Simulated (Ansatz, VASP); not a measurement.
# Fe: VASP beside Ansatz

```
Fe
1.0
     2.45763    0.00000    0.00000
    -1.22881    2.12837    0.00000
     0.00000    0.00000    3.89548
Fe
2
Cartesian
  1.2288 0.7095 2.9216
  0.0000 1.4189 0.9739
```

Alike in both runs: functional PBE; k mesh 12 × 12 × 6; occupations gaussian, width 0.1 eV; no spin polarisation.

Ansatz relaxed the structure, and its values are those at the end. VASP's run is a single point on that final structure, the one shown.

|  | VASP | Ansatz |
| --- | --- | --- |
| version | VASP 6.6.1 | Ansatz 0.2.0 |
| potentials or method | VASP PAW PBE potentials, release 64 (Fe) | scalar-relativistic, plane waves, PAW |
| plane-wave cutoff (eV) | 520 | 420 |
| valence electrons in the cell | 16 | 32 |

Ansatz gave:

| Quantity | Value |
| --- | --- |
| gap on the k mesh at the Fermi level (eV) | none |
| pressure (GPa) | 0.2 |

Question: Estimate VASP's values.

Answer: gap on the k mesh at the Fermi level (eV): none; pressure (GPa): -0.5.

A gap of «none» marks a metal or a gap that the smearing closes. The two sets of potentials don't hold the same shells in valence.

Caveats: the run has no spin polarisation, though such a crystal can be magnetic. Spin polarisation is off, so any magnetic state and its effect on volume and gap are missing.
